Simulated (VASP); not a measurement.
# Results of a VASP single-point calculation on TePb (zincblende)

POSCAR

```
Pb Te
 1.0000000000000000
     0.0000000000000000    3.6414940559225757    3.6414940559225757
     3.6414940559225757   -0.0000000000000000    3.6414940559225757
     3.6414940559225757    3.6414940559225757   -0.0000000000000000
 Pb  Te
   1   1
Cartesian
 -0.0000000000000000 -0.0000000000000000  0.0000000000000000
  1.8207470279612878  1.8207470279612878  1.8207470279612878
```

The gap between bands v and c is 0.32 eV. The least direct gap is 0.89 eV.

Band v is the last that the valence electrons fill when counted band by band, and c is the next. Levels in eV from the top of v:

| point | v−1 | v | c | c+1 |
| --- | --- | --- | --- | --- |
| Γ | -1.42 | -1.42 | 0.36 | 0.36 |
| X | -0.82 | -0.82 | 0.32 | 0.32 |
| W | -0.49 | 0.00 | 0.97 | 2.10 |
| K | -0.80 | -0.53 | 1.04 | 1.40 |
| L | -1.96 | -1.96 | 1.63 | 1.63 |

Q: Which of these levels of theory gave these results?
A. LDA
B. PBE with spin–orbit coupling
C. PBE
D. PBEsol
E. PBE0
F. r²SCAN
G. HSE06

A: B.

The INCAR was:

```
ENCUT = 520
IBRION = -1
PREC = Accurate
EDIFF = 1E-7
GGA_COMPAT = .FALSE.
LASPH = .TRUE.
LREAL = .FALSE.
LSORBIT = .TRUE.
LCHARG = .FALSE.
NBANDS = 31
ISMEAR = -1
GGA = PE
MAGMOM = 0.0 0.0 0.0 0.0 0.0 0.0
ISIF = 2
SIGMA = 0.02
LWAVE = .FALSE.
NSW = 0
NELM = 120
```
